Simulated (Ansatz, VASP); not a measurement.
# As: VASP beside Ansatz

```xyz
2
Lattice="1.9023 -1.0983 3.6317 0.0000 2.1966 3.6317 -1.9023 -1.0983 3.6317" Properties=species:S:1:pos:R:3 pbc="T T T"
As    0.0000    0.0000    2.4616
As    0.0000    0.0000   -2.4616
```

Change from the starting cell: volume scaled by 1, PAW files.

Alike in both runs: task single point; functional PBE; k mesh 14 × 14 × 14; occupations fermi-dirac, width 0.1 eV; no spin polarisation.

|  | VASP | Ansatz |
| --- | --- | --- |
| version | VASP 6.6.1 | Ansatz 0.2.0 |
| potentials or method | VASP PAW PBE potentials, release 64 (As) | PAW with Ansatz's default frozen-core files, scalar-relativistic |
| plane-wave cutoff (eV) | 520 | 420 |
| valence electrons in the cell | 10 | 30 |

```csv
,VASP,Ansatz,Ansatz less VASP
pressure (GPa),0.2,0.0,-0.24
largest component of the traceless stress (GPa),0.05,0.01,-0.041
rms of the force components (eV/Å),0.028,0.000,-0.0281
```

Atom by atom the forces differ by 0.028 eV/Å (rms over components). The two sets of potentials don't hold the same shells in valence.
